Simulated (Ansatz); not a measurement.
A run of Ansatz 0.2.0 is set up as follows.

The input input.yaml:

```yaml
crystal:
  lattice:
    - [0.0, 3.2145, 3.2145]
    - [3.2145, 0.0, 3.2145]
    - [3.2145, 3.2145, 0.0]
  atoms:
    - { symbol: Hg, position: [0.0, 0.0, 0.0] }
    - { symbol: Te, position: [0.75, 0.75, 0.75] }
hamiltonian:
  xc: revpbe
  pseudopotentials: { kind: paw }
kpoints:
  mp_grid: { grid: [7, 7, 7] }
scf:
  occupations: { method: fermi_dirac, width: 0.05 }
output:
  forces: true
  stress: true
relax:
  f_tol: 0.01
  max_steps: 40
  cell: { stress_tol: 0.05 }
```

Potentials or basis: Ansatz PAW.

Command:

```console
$ ansatz run input.yaml --threads 2 --pin off --max-ram 5632MiB --backend cpu --events-out ev --progress --plain --runs-dir out
```

Task: What does it give for the space group after relaxing (to 0.05 Å)?

Result: F-43m (No. 216).

Task: What does it give for the relaxed volume?

Result: 38.08 Å³/atom.

The path:
| step | energy change (eV) | largest force (eV/Å) | volume (Å³) |
| --- | --- | --- | --- |
| 1 | 0.0000 | 0.0000 | 66.43 |
| 2 | -0.1516 | 0.0000 | 76.63 |
| 3 | -0.1519 | 0.0000 | 76.29 |
| 4 | -0.1534 | 0.0000 | 76.29 |
| 5 | -0.1535 | 0.0000 | 76.16 |
| 6 | -0.1534 | 0.0000 | 76.16 |

Caveat: the plane-wave basis is chosen anew once the cell has moved, so the energies of steps on either side of that aren't comparable; the volume moved by +15 % from the deposited cell, more than functionals usually miss; the PAW data sets come from PBE, with cores solved anew for the run's functional, which leaves a small shift of forces and pressure. Zero-point motion and thermal expansion aren't in these numbers.
